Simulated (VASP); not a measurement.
# Mg4Sn (Im-3m) in VASP: a series of runs

Runs on Mg4Sn. Level: PBE. Tasks: single point, relaxation of cell and atoms.

All numbers are computed with VASP 6.6.1; they aren't measurements. Logs are shortened: lines on timing, memory, paths and dates and some standing lists are left out, and cuts for length are marked.

## 1. Starting point

The structure is cubic, space group Im-3m (No. 229). The conventional cell has a = 6.696 Å, b = 6.696 Å, c = 6.696 Å, α = 90.00°, β = 90.00°, γ = 90.00°. Mg (site symmetry -3m) is surrounded by 2 Sn at 2.90 Å. Sn (site symmetry m-3m) is surrounded by 8 Mg at 2.90 Å.

The cell was built by a generator and needn't be a form met in nature.

## 2. Single point, PBE

Input file INCAR:

```
SYSTEM = Mg4Sn
ALGO = Normal
EDIFF = 1E-6
ENCUT = 520
GGA = PE
ISIF = 2
ISMEAR = 0
LASPH = .TRUE.
LCHARG = .TRUE.
LELF = .TRUE.
LREAL = .FALSE.
LVHAR = .TRUE.
LWAVE = .FALSE.
NBANDS = 19
NELM = 80
PREC = Accurate
SIGMA = 0.1
```

Input file KPOINTS:

```
k-points
0
G
  8 8 8
  0 0 0
```

Input file POSCAR:

```
Mg4Sn
1.0
   -3.3481486077      3.3481486077      3.3481486077
    3.3481486077     -3.3481486077      3.3481486077
    3.3481486077      3.3481486077     -3.3481486077
Mg Sn
4 1
Direct
    0.0000000000      0.0000000000      0.5000000000
    0.5000000000      0.0000000000      0.0000000000
    0.0000000000      0.5000000000      0.0000000000
    0.5000000000      0.5000000000      0.5000000000
    0.0000000000      0.0000000000      0.0000000000
```

Potentials or basis: VASP PAW PBE potentials, release 64 (Mg, Sn_d).

Command:

```
> cat potpaw_PBE.64/Mg/POTCAR potpaw_PBE.64/Sn_d/POTCAR > POTCAR
> mpirun -np 1 vasp_std > vasp.out
```

OUTCAR:

```text
SYSTEM = Mg4Sn
   EDIFF = 1E-6
   ENCUT = 520
   GGA = PE
   ISIF = 2
   ISMEAR = 0
   LASPH = .TRUE.
   LREAL = .FALSE.
   NELM = 80
   PREC = Accurate

 ion  position               nearest neighbor table
   1  0.000  0.000  0.500-   5 2.90   5 2.90   4 3.35   2 3.35   3 3.35   3 3.35   2 3.35   4 3.35

   2  0.500  0.000  0.000-   5 2.90   5 2.90   4 3.35   1 3.35   4 3.35   3 3.35   1 3.35   3 3.35

   3  0.000  0.500  0.000-   5 2.90   5 2.90   4 3.35   1 3.35   2 3.35   1 3.35   4 3.35   2 3.35

   4  0.500  0.500  0.500-   5 2.90   5 2.90   3 3.35   1 3.35   2 3.35   3 3.35   1 3.35   2 3.35

   5  0.000  0.000  0.000-   1 2.90   2 2.90   3 2.90   4 2.90   1 2.90   3 2.90   2 2.90   4 2.90

  LATTYP: Found a body centered cubic cell.
 ALAT       =     6.6962972154

  Lattice vectors:

 A1 = (  -3.3481486077,   3.3481486077,   3.3481486077)
 A2 = (   3.3481486077,  -3.3481486077,   3.3481486077)
 A3 = (   3.3481486077,   3.3481486077,  -3.3481486077)

Analysis of symmetry for initial positions (statically):
=====================================================================
 Subroutine PRICEL returns:
 Original cell was already a primitive cell.

 Routine SETGRP: Setting up the symmetry group for a
 body centered cubic supercell.

 Subroutine GETGRP returns: Found 48 space group operations
 (whereof 48 operations were pure point group operations)
 out of a pool of 48 trial point group operations.

The static configuration has the point symmetry O_h .

Analysis of symmetry for dynamics (positions and initial velocities):
=====================================================================
 Subroutine PRICEL returns:
 Original cell was already a primitive cell.

 Routine SETGRP: Setting up the symmetry group for a
 body centered cubic supercell.

 Subroutine GETGRP returns: Found 48 space group operations
 (whereof 48 operations were pure point group operations)
 out of a pool of 48 trial point group operations.

The dynamic configuration has the point symmetry O_h .

 Subroutine INISYM returns: Found 48 space group operations
 (whereof 48 operations are pure point group operations),
 and found     1 'primitive' translations

----------------------------------------------------------------------------------------

                                     Primitive cell

  volume of cell :     150.1323

  direct lattice vectors                    reciprocal lattice vectors
    -3.348148608  3.348148608  3.348148608     0.000000000  0.149336263  0.149336263
     3.348148608 -3.348148608  3.348148608     0.149336263  0.000000000  0.149336263
     3.348148608  3.348148608 -3.348148608     0.149336263  0.149336263  0.000000000

  length of vectors
     5.799163500  5.799163500  5.799163500     0.211193368  0.211193368  0.211193368

  position of ions in fractional coordinates (direct lattice)
     0.000000000  0.000000000  0.500000000
     0.500000000  0.000000000  0.000000000
     0.000000000  0.500000000  0.000000000
     0.500000000  0.500000000  0.500000000
     0.000000000  0.000000000  0.000000000

  ion indices of the primitive-cell ions
   primitive index   ion index
                 1           1
                 2           2
                 3           3
                 4           4
                 5           5

----------------------------------------------------------------------------------------

 KPOINTS: k-points

Automatic generation of k-mesh.
 Grid dimensions read from file:
 generate k-points for:    8    8    8

 Generating k-lattice:

  Cartesian coordinates                     Fractional coordinates (reciprocal lattice)
     0.000000000  0.018667033  0.018667033     0.125000000  0.000000000  0.000000000
     0.018667033  0.000000000  0.018667033     0.000000000  0.125000000  0.000000000
     0.018667033  0.018667033  0.000000000     0.000000000  0.000000000  0.125000000

  Length of vectors
     0.026399171  0.026399171  0.026399171

  Shift w.r.t. Gamma in fractional coordinates (k-lattice)
     0.000000000  0.000000000  0.000000000

 Subroutine IBZKPT returns following result:
 ===========================================

 Found     29 irreducible k-points:

 Following reciprocal coordinates:
            Coordinates               Weight
  0.000000  0.000000  0.000000      1.000000
  0.125000  0.000000  0.000000     12.000000
  0.250000  0.000000  0.000000     12.000000
  0.375000  0.000000  0.000000     12.000000
  0.500000  0.000000  0.000000      6.000000
  0.125000  0.125000  0.000000     24.000000
[... 16 lines left out ...]
 -0.250000  0.250000  0.250000      6.000000
 -0.375000  0.375000  0.250000     24.000000
 [... further k-points ...]
   k-points           NKPTS =     29   k-points in BZ     NKDIM =     29   number of bands    NBANDS=     19
   number of dos      NEDOS =    301   number of ions     NIONS =      5
   total plane-waves  NPLWV = 110592
   dimension x,y,z NGX =    48 NGY =   48 NGZ =   48
   dimension x,y,z NGXF=    96 NGYF=   96 NGZF=   96
   ions per type =               4   1
   NGX,Y,Z   is equivalent  to a cutoff of  13.76, 13.76, 13.76 a.u.
   NGXF,Y,Z  is equivalent  to a cutoff of  27.52, 27.52, 27.52 a.u.
 SYSTEM =  Mg4Sn
   PREC   = accura    normal or accurate (medium, high low for compatibility)
   ISTART =      0    job   : 0-new  1-cont  2-samecut
   ICHARG =      2    charge: 1-file 2-atom 10-const
   ISPIN  =      1    spin polarized calculation?
   LNONCOLLINEAR =      F non collinear calculations
   LSORBIT =      F    spin-orbit coupling
   LASPH  =      T    aspherical Exc in radial PAW
   ENCUT  =  520.0 eV  38.22 Ry    6.18 a.u.  10.78 10.78 10.78*2*pi/ulx,y,z
   NELM   =     80;   NELMIN=  2; NELMDL= -5     # of ELM steps
   EDIFF  = 0.1E-05   stopping-criterion for ELM
   LREAL  =      F    real-space projection
   EDIFFG = 0.1E-04   stopping-criterion for IOM
   NSW    =      0    number of steps for IOM
   IBRION =     -1    ionic relax: 0-MD 1-quasi-New 2-CG
   NFREE  =      0    steps in history (QN), initial steepest desc. (CG)
   ISIF   =      2    stress and relaxation
   ISYM   =      2    0-nonsym 1-usesym 2-fastsym
   POTIM  = 0.5000    time-step for ionic-motion
   TEBEG  =    0.0;   TEEND  =   0.0 temperature during run
   PSTRESS=    0.0 pullay stress
   NELECT =      22.0000    total number of electrons
   NUPDOWN=      -1.0000    fix difference up-down
   EMIN   =  10.00;   EMAX   =-10.00  energy-range for DOS
   EFERMI =   0.00;   METHOD = LEGACY
   ISMEAR =     0;   SIGMA  =   0.10  broadening in eV -4-tet -1-fermi 0-gaus
   EFERMI_NEDOS =   21; number of points for ismear=-14 and -15
   IALGO  =     38    algorithm
   IMIX   =      4    mixing-type and parameters
     AMIX     =   0.40;   BMIX     =  1.00
     AMIX_MAG =   1.60;   BMIX_MAG =  1.00
  volume/ion in A,a.u.               =      30.03       202.63
  Fermi-wavevector in a.u.,A,eV,Ry     =   0.863093  1.631010 10.135385  0.744930
  Thomas-Fermi vector in A             =   1.980992
   LORBIT       =      0    0 simple, 1 ext, 2 COOP (PROOUT), +10 PAW based schemes
   GGA     = PE    functional components
   LHFCALC =     F    Hartree Fock is set to
   AEXX    =    0.0000 exact exchange contribution
   IVDW    =     0    specifies the selected vdW correction
   LEPSILON=     F    determine dielectric tensor
   LRPA    =     F    only Hartree local field effects (RPA)
 non-spin polarized calculation
 Gauss-broadening in eV      SIGMA  =   0.10
  energy-cutoff  :      520.00
  volume of cell :      150.13
 maximum number of plane-waves:      4124
 NGX is ok and might be reduce to    48
   NGX = 21   NGY = 21   NGZ = 21

 number of electron      22.0000006 magnetization

 Free energy of the ion-electron system (eV)
  ---------------------------------------------------
  ext. energy  EPLUGINS =         0.00000000
  ---------------------------------------------------
  free energy    TOTEN  =        -8.63137995 eV

  energy without entropy =       -8.62143491  energy(sigma->0) =       -8.62640743

 E-fermi :   2.4638     XC(G=0):  -7.9828

 val. band max:        2.4148184187   @ k =   0.2500   0.2500   0.0000
 cond. band min:       2.4919601356   @ k =  -0.3750   0.3750   0.1250
 fundamental gap:      0.0771417169
 Fermi energy:         2.4638254369

 k-point     1 :       0.0000    0.0000    0.0000
  band No.  band energies     occupation
      1     -18.9141      2.00000
      2     -18.9141      2.00000
      3     -18.9141      2.00000
      4     -18.8741      2.00000
      5     -18.8741      2.00000
      6      -6.1012      2.00000
[... 11 lines left out ...]
     18       4.8887      0.00000
     19       8.5804      0.00000

 k-point     2 :       0.1250    0.0000    0.0000
  band No.  band energies     occupation
      1     -18.9141      2.00000
      2     -18.9140      2.00000
      3     -18.9138      2.00000
      4     -18.8741      2.00000
      5     -18.8741      2.00000
      6      -6.0484      2.00000
[... 11 lines left out ...]
     18       5.5571      0.00000
     19       7.2615      0.00000

 k-point     3 :       0.2500    0.0000    0.0000
  band No.  band energies     occupation
      1     -18.9141      2.00000
      2     -18.9136      2.00000
      3     -18.9132      2.00000
      4     -18.8741      2.00000
      5     -18.8740      2.00000
      6      -5.9095      2.00000
[... 11 lines left out ...]
     18       6.1621      0.00000
     19       6.5561      0.00000

 k-point     4 :       0.3750    0.0000    0.0000
  band No.  band energies     occupation
      1     -18.9141      2.00000
      2     -18.9133      2.00000
      3     -18.9125      2.00000
      4     -18.8741      2.00000
      5     -18.8740      2.00000
      6      -5.7491      2.00000
[... 11 lines left out ...]
     18       6.2382      0.00000
     19       7.3181      0.00000

 k-point     5 :       0.5000    0.0000    0.0000
  band No.  band energies     occupation
      1     -18.9141      2.00000
      2     -18.9132      2.00000
      3     -18.9122      2.00000
      4     -18.8741      2.00000
      5     -18.8740      2.00000
      6      -5.6742      2.00000
[... 11 lines left out ...]
     18       6.9044      0.00000
     19       6.9140      0.00000

 k-point     6 :       0.1250    0.1250    0.0000
  band No.  band energies     occupation
      1     -18.9140      2.00000
      2     -18.9138      2.00000
      3     -18.9133      2.00000
      4     -18.8741      2.00000
      5     -18.8740      2.00000
      6      -5.9522      2.00000
[... 11 lines left out ...]
     18       6.1706      0.00000
     19       6.4975      0.00000

 k-point     7 :       0.2500    0.1250    0.0000
  band No.  band energies     occupation
      1     -18.9140      2.00000
      2     -18.9135      2.00000
      3     -18.9128      2.00000
      4     -18.8741      2.00000
      5     -18.8740      2.00000
      6      -5.7998      2.00000
[... 11 lines left out ...]
     18       6.5846      0.00000
     19       7.1909      0.00000

 k-point     8 :       0.3750    0.1250    0.0000
  band No.  band energies     occupation
      1     -18.9140      2.00000
      2     -18.9132      2.00000
      3     -18.9124      2.00000
      4     -18.8741      2.00000
      5     -18.8740      2.00000
      6      -5.6767      2.00000
[... 256 lines left out ...]
 k-point    20 :      -0.3750    0.5000    0.1250
  band No.  band energies     occupation
      1     -18.9136      2.00000
      2     -18.9129      2.00000
      3     -18.9124      2.00000
      4     -18.8741      2.00000
      5     -18.8740      2.00000
      6      -5.6104      2.00000
[... 11 lines left out ...]
     18       7.1542      0.00000
     19       7.6270      0.00000

 k-point    21 :      -0.3750   -0.3750    0.1250
  band No.  band energies     occupation
      1     -18.9135      2.00000
      2     -18.9125      2.00000
      3     -18.9125      2.00000
      4     -18.8741      2.00000
      5     -18.8741      2.00000
      6      -5.5680      2.00000
[... 11 lines left out ...]
     18       7.7857      0.00000
     19       7.7868      0.00000

 k-point    22 :       0.2500    0.2500    0.2500
  band No.  band energies     occupation
      1     -18.9132      2.00000
      2     -18.9132      2.00000
      3     -18.9132      2.00000
      4     -18.8740      2.00000
      5     -18.8740      2.00000
      6      -5.6232      2.00000
[... 11 lines left out ...]
     18       5.6647      0.00000
     19       6.7457      0.00000

 k-point    23 :      -0.2500    0.2500    0.2500
  band No.  band energies     occupation
      1     -18.9132      2.00000
      2     -18.9132      2.00000
      3     -18.9132      2.00000
      4     -18.8741      2.00000
      5     -18.8740      2.00000
      6      -5.7404      2.00000
[... 11 lines left out ...]
     18       6.6913      0.00000
     19       8.1283      0.00000

 k-point    24 :      -0.3750    0.3750    0.2500
  band No.  band energies     occupation
      1     -18.9132      2.00000
      2     -18.9128      2.00000
      3     -18.9125      2.00000
      4     -18.8741      2.00000
      5     -18.8741      2.00000
      6      -5.6028      2.00000
[... 11 lines left out ...]
     18       7.4008      0.00000
     19       7.7908      0.00000

 [... further k-points ...]

------------------------ aborting loop because EDIFF is reached ----------------------------------------

  FORCE on cell =-STRESS in cart. coord.  units (eV):
  Direction    XX          YY          ZZ          XY          YZ          ZX
  --------------------------------------------------------------------------------------
  -------------------------------------------------------------------------------------
  Total       -0.0969490     -0.0969490     -0.0969490     -0.0000000      0.0000000     -0.0000000
  in kB       -1.0346171     -1.0346171     -1.0346171     -0.0000000      0.0000000     -0.0000000
  external PRESSURE =      -1.0346171 kB  Pullay stress =       0.0000000 kB

 VOLUME and BASIS-vectors are now :
 -----------------------------------------------------------------------------
  energy-cutoff  :      520.00
  volume of cell :      150.13
      direct lattice vectors                 reciprocal lattice vectors
    -3.348148608  3.348148608  3.348148608     0.000000000  0.149336263  0.149336263
     3.348148608 -3.348148608  3.348148608     0.149336263  0.000000000  0.149336263
     3.348148608  3.348148608 -3.348148608     0.149336263  0.149336263  0.000000000

 POSITION                                       TOTAL-FORCE (eV/Angst)
 -----------------------------------------------------------------------------------
      1.67407      1.67407     -1.67407        -0.000000      0.000000     -0.000000
     -1.67407      1.67407      1.67407        -0.000000     -0.000000     -0.000000
      1.67407     -1.67407      1.67407         0.000000     -0.000000      0.000000
      1.67407      1.67407      1.67407        -0.000000     -0.000000     -0.000000
      0.00000      0.00000      0.00000        -0.000000      0.000000      0.000000
 -----------------------------------------------------------------------------------
    total drift:                               -0.000000      0.000000      0.000000

  FREE ENERGIE OF THE ION-ELECTRON SYSTEM (eV)
  ---------------------------------------------------
  free  energy   TOTEN  =        -8.6313799531 eV

  energy  without entropy=       -8.6214349093  energy(sigma->0) =       -8.62640743
```

Wall time 1.7 min (1 thread of Intel Xeon Platinum 8259CL at 2.50GHz (Skylake/Cascade Lake), shared host); peak memory 0.35 GiB.

Results:

```
Free energy            : -8.6314 eV
Pressure               : -0.1 GPa
Band gap on the k mesh : none (metal or under the smearing width)
```

[end of part 1 of 2]
